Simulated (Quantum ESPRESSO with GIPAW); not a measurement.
## Solid-state NMR of BaZrO3 by GIPAW

Wanted: NMR shieldings for each site of BaZrO3.

Program: Quantum ESPRESSO with GIPAW 8.0dev (patched build). Level of theory: DFT, PBEsol, plane-wave PAW (pslibrary 1.0.0 recipes), scalar-relativistic, GIPAW; a patched development version of the program. Results are calculated unless marked as measured.

### Step 1. The structure

It takes space group I4/mcm (No. 140, tetragonal). Conventional cell: a = 5.954 Å, b = 5.954 Å, c = 8.428 Å, α = 90.00°, β = 90.00°, γ = 90.00°. Ba has 12 O at 2.92 to 3.04 Å nearest. Zr has 6 O at 2.11 Å nearest. O has 2 Zr at 2.11 Å and 4 Ba at 2.92 to 3.04 Å nearest. Nearest to O lie 2 Zr at 2.11 Å and 4 Ba at 2.98 Å. Farther neighbours and most contacts between anions are not listed.

Coordinates:

```cif
data_structure
_symmetry_space_group_name_H-M 'I4/mcm'
_symmetry_Int_Tables_number 140
_cell_length_a 5.9539
_cell_length_b 5.9539
_cell_length_c 8.4279
_cell_angle_alpha 90.000
_cell_angle_beta 90.000
_cell_angle_gamma 90.000
_cell_volume 298.76
loop_
_atom_site_label
_atom_site_type_symbol
_atom_site_symmetry_multiplicity
_atom_site_Wyckoff_symbol
_atom_site_fract_x
_atom_site_fract_y
_atom_site_fract_z
_atom_site_occupancy
Ba1 Ba 4 b 0.50000 0.00000 0.25000 1
Zr1 Zr 4 c 0.50000 0.50000 0.00000 1
O1 O 8 h 0.23937 0.26063 0.00000 1
O2 O 4 a 0.00000 0.00000 0.25000 1
```

The cell is a computed entry of the Materials Project; it need not be the form that is stable at ambient conditions.

A relaxation of the atoms beforehand (Quantum ESPRESSO with GIPAW) moved none by more than 0.003 Å.

### Step 2. Self-consistent run

First the ground state. The response equations take the occupied wavefunctions as exact, so conv_thr is set much tighter than for an energy. No empty states are asked for: the response is solved without them. The mesh has a spacing of 0.30 Å⁻¹ at most. The PAW files were made with ld1.x from the pslibrary 1.0.0 recipes, with GIPAW reconstruction switched on.

The input, scf.in:

```
&control
  calculation = 'scf'
  prefix = 'x'
  outdir = './tmp/'
  pseudo_dir = './'
/
&system
  ibrav = 0
  nat = 10
  ntyp = 3
  ecutwfc = 55
  ecutrho = 330
  nbnd = 40
/
&electrons
  conv_thr = 1.0d-10
  mixing_beta = 0.7
  electron_maxstep = 100
/
ATOMIC_SPECIES
  Ba 137.327 Ba.pbesol-spn-kjpaw_psl.1.0.0-gipaw.UPF
  Zr 91.224 Zr.pbesol-spn-kjpaw_psl.1.0.0-gipaw.UPF
  O 15.999 O.pbesol-n-kjpaw_psl.1.0.0-gipaw.UPF
CELL_PARAMETERS angstrom
  -2.97696520 2.97696520 4.21394229
  2.97696520 -2.97696520 4.21394229
  2.97696520 2.97696520 -4.21394229
ATOMIC_POSITIONS crystal
  Ba 0.25000000 0.75000000 0.50000000
  Ba 0.75000000 0.25000000 0.50000000
  Zr 0.50000000 0.50000000 0.00000000
  Zr 0.00000000 0.00000000 0.00000000
  O 0.26063293 0.23936707 0.50000000
  O 0.73936707 0.76063293 0.50000000
  O 0.76063293 0.26063293 0.02126586
  O 0.23936707 0.73936707 0.97873414
  O 0.25000000 0.25000000 0.00000000
  O 0.75000000 0.75000000 0.00000000
K_POINTS automatic
  5 5 5 0 0 0
```

Launch:

```
$ mpirun -np 4 pw.x -nk 4 -in scf.in > scf.out
```

Log:

```text
[...]
as large as its charge; the limit is 4.5
     Functions over the limit replaced by smooth ones with the moment of the charge, as mend_augmentation asks: 4
     This moves results (see INPUT_PW). Waves and levels in the save fit builds from 8.0dev_s219 on
     using ibrav=0 with symmetry is DISCOURAGED, use correct ibrav instead

     bravais-lattice index     =            0
     lattice parameter (alat)  =      11.2565  a.u.
     unit-cell volume          =    1008.0746 (a.u.)^3
     number of atoms/cell      =           10
     number of atomic types    =            3
     number of electrons       =        80.00
     number of Kohn-Sham states=           40
     kinetic-energy cutoff     =      55.0000  Ry
     charge density cutoff     =     330.0000  Ry
     scf convergence threshold =      1.0E-10
     mixing beta               =       0.7000
     number of iterations used =            8  plain     mixing
     Exchange-correlation= SLA-PW-PSX-PSC
                           (   1   4  10   8   0   0   0)
[...]
Ba               10.00   137.32700     Ba( 1.00)
     Zr               12.00    91.22400     Zr( 1.00)
     O                 6.00    15.99900     O ( 1.00)

     16 Sym. Ops., with inversion, found ( 8 have fractional translation)
[...]
number of k points=    18
[...]
Dense  grid:   101995 G-vectors     FFT dimensions: (  72,  72,  72)

     Smooth grid:    55513 G-vectors     FFT dimensions: (  54,  54,  54)

     Check: negative core charge=   -0.000003

     Initial potential from superposition of free atoms

     starting charge      79.9647, renormalised to      80.0000
     Starting wfcs are   60 randomized atomic wfcs

     Self-consistent Calculation

     iteration #  1     ecut=    55.00 Ry     beta= 0.70
     Davidson diagonalization with overlap
     ethr =  1.00E-02,  avg # of iterations =  1.0

     total energy              =   -1711.91324846 Ry
     estimated scf accuracy    <       3.61389826 Ry

     iteration #  2     ecut=    55.00 Ry     beta= 0.70
     Davidson diagonalization with overlap
     ethr =  4.52E-03,  avg # of iterations =  6.3

     total energy              =   -1713.36857320 Ry
     estimated scf accuracy    <       6.48293995 Ry

     iteration #  3     ecut=    55.00 Ry     beta= 0.70
     Davidson diagonalization with overlap
     ethr =  4.52E-03,  avg # of iterations =  2.0

     total energy              =   -1712.85046077 Ry
     estimated scf accuracy    <       1.62470188 Ry

[...]
total energy              =   -1714.21722176 Ry
[...]
iteration # 49     ecut=    55.00 Ry     beta= 0.70
     Davidson diagonalization with overlap
     ethr =  1.13E-12,  avg # of iterations =  2.3

     total energy              =   -1714.21722176 Ry
     estimated scf accuracy    <          2.5E-10 Ry

     iteration # 50     ecut=    55.00 Ry     beta= 0.70
     Davidson diagonalization with overlap
     ethr =  3.07E-13,  avg # of iterations =  6.6

     End of self-consistent calculation
     [one-electron energies left out]

!    total energy              =   -1714.21722176 Ry
     total all-electron energy =    -47818.577551 Ry
     estimated scf accuracy    <          2.0E-11 Ry

     The total energy is the sum of the following terms:
     one-electron contribution =     -94.93369470 Ry
     hartree contribution      =      99.93546586 Ry
     xc contribution           =    -120.71219555 Ry
     ewald contribution        =    -394.20771338 Ry
     one-center paw contrib.   =   -1204.29908399 Ry

     convergence has been achieved in  50 iterations
[...]
JOB DONE.
```

Run time: 4.9 min. Hardware: 4 MPI ranks of Intel Xeon Platinum 8259CL at 2.50GHz (Skylake/Cascade Lake), shared host; peak memory 0.97 GiB.

It converged in 50 cycles to an estimated accuracy of 2e-11 Ry, on 18 irreducible k-points.

### Step 3. GIPAW: job nmr

A uniform field breaks periodicity, so gipaw.x applies it as a wave of small q and takes the limit. It solves for the first-order states, builds the induced current and gets the field at each nucleus by Biot–Savart; the PAW spheres add what the smooth waves miss near the nuclei. pawproj makes the reconstruction use the PAW data sets' own projectors.

The input, nmr.in:

```
&inputgipaw
  job = 'nmr'
  prefix = 'x'
  tmp_dir = './tmp/'
  restart_mode = 'from_scratch'
  verbosity = 'low'
  q_gipaw = 0.01
  spline_ps = .true.
  conv_threshold = 1.0d-11
  use_nmr_macroscopic_shape = .false.
  pawproj(1) = .true.
  pawproj(2) = .true.
  pawproj(3) = .true.
/
```

Launch:

```
$ mpirun -np 4 gipaw.x -in nmr.in > nmr.out
```

Log:

```text
[banner, memory and clock lines left out]
[a note of our patched build left out]

     Parallelizing q-star over 1 images

     IMPORTANT: XC functional enforced from input :
     Exchange-correlation= PBESOL
                           (   1   4  10   8   0   0   0)
     Any further DFT definition will be discarded
     Please, verify this is what you really want

     In Ba.pbesol-spn-kjpaw_psl.1.0.0-gipaw.UPF the largest augmentation function (projectors 4 and 5, L = 2) is 20.3 times
     as large as its charge; the limit is 4.5
     Functions over the limit replaced by smooth ones with the moment of the charge, as in the saved run: 4

     Check: negative core charge=   -0.000003
[...]
projs nearly linearly dependent: l=0  n1,n2= 1, 2  s=  0.99040722
[...]
projs nearly linearly dependent: l=0  n1,n2= 1, 2  s=  0.99376748
[...]
alpha_pv=     93.9320 eV

     spline_ps is .false., expect some extrapolation errors

     q-space interpolation up to    66.00 Rydberg

     GIPAW job: nmr
     NMR macroscopic correction: no
[...]
Computing the magnetic susceptibility     isolve=0    ethr=  0.1000E-10
     Starting from scratch
     k-point #    1 of    18      pool #  1    cpu time:       5.2
[...]
End of magnetic susceptibility calculation

     f-sum rule (1st term):
           -86.3005          0.0000          0.0000
             0.0000        -86.3005          0.0000
             0.0000          0.0000        -86.3009

     f-sum rule (2nd term):
            -0.4158         -0.0000         -0.0000
             0.0000         -0.4158         -0.0000
            -0.0000         -0.0000         -0.4154

     f-sum rule (should be   -86.7107):
           -86.7163          0.0000          0.0000
             0.0000        -86.7163          0.0000
             0.0000          0.0000        -86.7162

[... susceptibilities left out ...]
     Contributions to the NMR chemical shifts: -------------------------------

     Macroscopic shape contribution in ppm:                    0.00
             0.0000          0.0000          0.0000
             0.0000          0.0000          0.0000
             0.0000          0.0000          0.0000

     Core contribution in ppm:

     Atom  1  Ba  pos: (  0.499770  0.000000  0.353716)  core sigma:        6128.20
     Atom  2  Ba  pos: (  0.000000  0.499770  0.353716)  core sigma:        6128.20
     Atom  3  Zr  pos: (  0.000000  0.000000  0.707432)  core sigma:        3666.73
     Atom  4  Zr  pos: (  0.000000  0.000000  0.000000)  core sigma:        3666.73
     Atom  5  O   pos: (  0.239257  0.260513  0.000000)  core sigma:         270.50
     Atom  6  O   pos: (  0.260513  0.239257  0.707432)  core sigma:         270.50
     Atom  7  O   pos: ( -0.239257  0.260513  0.707432)  core sigma:         270.50
     Atom  8  O   pos: (  0.739027  0.239257  0.000000)  core sigma:         270.50
     Atom  9  O   pos: (  0.000000  0.000000  0.353716)  core sigma:         270.50
     Atom 10  O   pos: (  0.000000  0.000000  1.061148)  core sigma:         270.50

     Bare contribution in ppm:

     Atom  1  Ba  pos: (  0.499770  0.000000  0.353716)  bare sigma:          97.42
[...]
Atom  2  Ba  pos: (  0.000000  0.499770  0.353716)  bare sigma:          97.42
[...]
Atom  3  Zr  pos: (  0.000000  0.000000  0.707432)  bare sigma:         -50.12
[...]
Atom  4  Zr  pos: (  0.000000  0.000000  0.000000)  bare sigma:         -50.12
[...]
Atom  5  O   pos: (  0.239257  0.260513  0.000000)  bare sigma:         -59.57
[...]
Atom  6  O   pos: (  0.260513  0.239257  0.707432)  bare sigma:         -59.57
[...]
Atom  7  O   pos: ( -0.239257  0.260513  0.707432)  bare sigma:         -59.57
[...]
Atom  8  O   pos: (  0.739027  0.239257  0.000000)  bare sigma:         -59.57
[...]
Atom  9  O   pos: (  0.000000  0.000000  0.353716)  bare sigma:         -59.45
[...]
Atom 10  O   pos: (  0.000000  0.000000  1.061148)  bare sigma:         -59.45
[...]
Diamagnetic contribution in ppm:

     Atom  1  Ba  pos: (  0.499770  0.000000  0.353716)  dia sigma:         -38.35
[...]
Atom  2  Ba  pos: (  0.000000  0.499770  0.353716)  dia sigma:         -38.35
[...]
Atom  3  Zr  pos: (  0.000000  0.000000  0.707432)  dia sigma:         -27.44
[...]
Atom  4  Zr  pos: (  0.000000  0.000000  0.000000)  dia sigma:         -27.44
[...]
Atom  5  O   pos: (  0.239257  0.260513  0.000000)  dia sigma:          17.38
[...]
Atom  6  O   pos: (  0.260513  0.239257  0.707432)  dia sigma:          17.38
[...]
Atom  7  O   pos: ( -0.239257  0.260513  0.707432)  dia sigma:          17.38
[...]
Atom  8  O   pos: (  0.739027  0.239257  0.000000)  dia sigma:          17.38
[...]
Atom  9  O   pos: (  0.000000  0.000000  0.353716)  dia sigma:          17.38
[...]
Atom 10  O   pos: (  0.000000  0.000000  1.061148)  dia sigma:          17.38
[...]
Paramagnetic contribution in ppm:

     Atom  1  Ba  pos: (  0.499770  0.000000  0.353716)  para sigma:       -3703.14
[...]
Atom  2  Ba  pos: (  0.000000  0.499770  0.353716)  para sigma:       -3703.14
[...]
Atom  3  Zr  pos: (  0.000000  0.000000  0.707432)  para sigma:       -3153.08
[...]
Atom  4  Zr  pos: (  0.000000  0.000000  0.000000)  para sigma:       -3153.08
[...]
Atom  5  O   pos: (  0.239257  0.260513  0.000000)  para sigma:        -200.52
[...]
Atom  6  O   pos: (  0.260513  0.239257  0.707432)  para sigma:        -200.52
[...]
Atom  7  O   pos: ( -0.239257  0.260513  0.707432)  para sigma:        -200.52
[...]
Atom  8  O   pos: (  0.739027  0.239257  0.000000)  para sigma:        -200.52
[...]
Atom  9  O   pos: (  0.000000  0.000000  0.353716)  para sigma:        -200.17
[...]
Atom 10  O   pos: (  0.000000  0.000000  1.061148)  para sigma:        -200.17
[...]
Paramagnetic US occ-occ contribution in ppm:

     Atom  1  Ba  pos: (  0.499770  0.000000  0.353716)  para_oo sigma:          -4.41
[...]
Atom  2  Ba  pos: (  0.000000  0.499770  0.353716)  para_oo sigma:          -4.41
[...]
Atom  3  Zr  pos: (  0.000000  0.000000  0.707432)  para_oo sigma:         -13.84
[...]
Atom  4  Zr  pos: (  0.000000  0.000000  0.000000)  para_oo sigma:         -13.84
[...]
Atom  5  O   pos: (  0.239257  0.260513  0.000000)  para_oo sigma:           1.22
[...]
Atom  6  O   pos: (  0.260513  0.239257  0.707432)  para_oo sigma:           1.22
[...]
Atom  7  O   pos: ( -0.239257  0.260513  0.707432)  para_oo sigma:           1.22
[...]
Atom  8  O   pos: (  0.739027  0.239257  0.000000)  para_oo sigma:           1.22
[...]
Atom  9  O   pos: (  0.000000  0.000000  0.353716)  para_oo sigma:           1.22
[...]
Atom 10  O   pos: (  0.000000  0.000000  1.061148)  para_oo sigma:           1.22
[...]
Paramagnetic US L_R Q_R contribution in ppm:

     Atom  1  Ba  pos: (  0.499770  0.000000  0.353716)  para_lq sigma:        2440.34
[...]
Atom  2  Ba  pos: (  0.000000  0.499770  0.353716)  para_lq sigma:        2440.34
[...]
Atom  3  Zr  pos: (  0.000000  0.000000  0.707432)  para_lq sigma:        1008.94
[...]
Atom  4  Zr  pos: (  0.000000  0.000000  0.000000)  para_lq sigma:        1008.94
[...]
Atom  5  O   pos: (  0.239257  0.260513  0.000000)  para_lq sigma:        -213.31
[...]
Atom  6  O   pos: (  0.260513  0.239257  0.707432)  para_lq sigma:        -213.31
[...]
Atom  7  O   pos: ( -0.239257  0.260513  0.707432)  para_lq sigma:        -213.31
[...]
Atom  8  O   pos: (  0.739027  0.239257  0.000000)  para_lq sigma:        -213.31
[...]
Atom  9  O   pos: (  0.000000  0.000000  0.353716)  para_lq sigma:        -213.34
[...]
Atom 10  O   pos: (  0.000000  0.000000  1.061148)  para_lq sigma:        -213.34
[...]
Total NMR chemical shifts in ppm: ---------------------------------------
     (adopting the Simpson convention for anisotropy and asymmetry)-----------

     Atom  1  Ba  pos: (  0.499770  0.000000  0.353716)  Total sigma:        4920.07
          4919.4988         -0.0000         -0.0000
            -0.0000       4919.4988         -0.0000
             0.0000          0.0000       4921.2000

     Ba      1    anisotropy:      1.70    eta:    0.0000
[...]
Atom  2  Ba  pos: (  0.000000  0.499770  0.353716)  Total sigma:        4920.07
[... its tensor is left out ...]
     Atom  3  Zr  pos: (  0.000000  0.000000  0.707432)  Total sigma:        1431.18
          1431.6479          2.1056          0.0000
            -2.1056       1431.6479          0.0000
             0.0000          0.0000       1430.2455

     Zr      3    anisotropy:     -1.40    eta:    0.0000
[...]
Atom  4  Zr  pos: (  0.000000  0.000000  0.000000)  Total sigma:        1431.18
[... its tensor is left out ...]
     Atom  5  O   pos: (  0.239257  0.260513  0.000000)  Total sigma:        -184.30
          -133.2284        154.9840         -0.0000
           154.9840       -133.2284          0.0000
            -0.0000          0.0000       -286.4355

     O       5    anisotropy:    309.08    eta:    0.0086
[...]
Atom  6  O   pos: (  0.260513  0.239257  0.707432)  Total sigma:        -184.30
[... its tensor is left out ...]
     Atom  7  O   pos: ( -0.239257  0.260513  0.707432)  Total sigma:        -184.30
[... its tensor is left out ...]
     Atom  8  O   pos: (  0.739027  0.239257  0.000000)  Total sigma:        -184.30
[... its tensor is left out ...]
     Atom  9  O   pos: (  0.000000  0.000000  0.353716)  Total sigma:        -183.87
          -286.7238         -0.0000         -0.0000
            -0.0000       -286.7238         -0.0000
            -0.0000         -0.0000         21.8521

     O       9    anisotropy:    308.58    eta:    0.0000
[...]
Atom 10  O   pos: (  0.000000  0.000000  1.061148)  Total sigma:        -183.87
[... its tensor is left out ...]
```

The job ended after 27 min (4 MPI ranks; peak memory 0.71 GiB; 1.8 h of CPU time).

The f-sum rule is met to 0.0056 of 86.7 (0.006 %). Converged shieldings require that this miss be small, but a small miss does not prove them. This build smooths some augmentation functions of the files as it reads them, which, it says, moves results; by how much was not measured here.

From the symmetric part of each tensor, with principal values σ11 ≤ σ22 ≤ σ33: σ_iso is their mean, the span is σ33 − σ11 and the skew 3(σ_iso − σ22)/span. (gipaw.x prints an anisotropy in another convention.)

| site | atom no. | atoms in cell | σ_iso (ppm) | span (ppm) | skew |
| --- | --- | --- | --- | --- | --- |
| Ba | 1 | 2 | 4920 | 2 | 1.00 |
| Zr | 3 | 2 | 1431 | 1 | -1.00 |
| O(1) | 5 | 4 | -184.3 | 310.0 | 0.99 |
| O(2) | 9 | 2 | -183.9 | 308.6 | 1.00 |

The macroscopic shape term is switched off. For a spherical sample the valence susceptibility of this run would add about 6 ppm to every site, a rough estimate, since the susceptibility converges slowly and lacks part of the PAW terms. Differences within the crystal don't depend on it, but shieldings of different compounds can't be compared to better than a few ppm without it.

An axis of order three or more runs through Ba, Zr and O(2), so two principal values coincide and the skew is ±1. In this run the largest span is that of O(1) (site symmetry m2m), with principal values -288.2, -286.4 and 21.8 ppm.

17O, 91Zr and 137Ba also have a quadrupolar coupling here. It is not given: on PAW files the efg job of this gipaw.x leaves out the augmentation charge of neighbouring atoms and can miss by tens of per cent.

### Step 4. From shieldings to shifts

Covalently bonded atoms count as neighbours within 1.18 times the sum of their radii. Otherwise a cation's neighbours lie within 1.2 times its shortest bond (1.3 for large cations, each anion's radius taken off where they differ), and an anion's are the cations that count it.

| site | atom no. | atoms in cell | surroundings | bonds (Å) | σ_iso (ppm) |
| --- | --- | --- | --- | --- | --- |
| Ba | 1 | 2 | BaO12 | 2.92 to 3.04 | 4920 |
| Zr | 3 | 2 | ZrO6 | 2.107 | 1431 |
| O(1) | 5 | 4 | bound to Zr2Ba4 | 2.11 to 3.04 | -184.3 |
| O(2) | 9 | 2 | bound to Zr2Ba4 | 2.11 to 2.98 | -183.9 |

The 2 O sites spread over 0.4 ppm in shielding, from O(1) (least shielded) to O(2).

### Step 5. What came out

| Property | Result |
| --- | --- |
| 17O shielding without shape term | -184.3, -183.9 ppm |
| 91Zr shielding without shape term | 1431 ppm |
| 137Ba shielding without shape term | 4920 ppm |

What this shows: 17O has 2 sites, in the ratio 2:1: O(1) (bound to Zr2Ba4) at a shielding of -184.3 and O(2) (bound to Zr2Ba4) at a shielding of -183.9 ppm, shape term left out. A shift needs a reference, δ = σ_ref − σ, fixed on measured compounds; for 17O of this kind at this level too few were at hand, or they scattered too widely about a line, so none is given. No sound run at another cutoff or mesh is at hand, so convergence rests on the f-sum rule and on experience with these files. Spin-orbit coupling is missing, which matters for Ba. The scalar-relativistic files are used with non-relativistic response operators, which weighs most on the heavy atoms' own shieldings. This build of gipaw.x prints that it is not audited and that its numbers are no references by themselves. It also reports spline_ps as false although the input sets it; why was not traced. pw.x warned of eigenvalues not converged in some cycles of 1 ground-state run, which then met the threshold. 1 further run of this session failed or came with warnings and is not shown (1 cut off at the time limit).

[Banner, clock, file and message-heading lines were taken out of the pw.x and gipaw.x logs.]

[Logs are printed without paths, hosts, clocks, repeated set-up lines and the standing remarks that a program may print on its own settings, such as how far it seeks lower states.]

[Hosts, paths, dates, database ids (printed as entryN), source tags and the programs' standing remarks are cut or masked in the printed files.]

[Where no reference line passes its bar on scatter, no shift is given, so a measured shift of this compound may stand uncompared.]
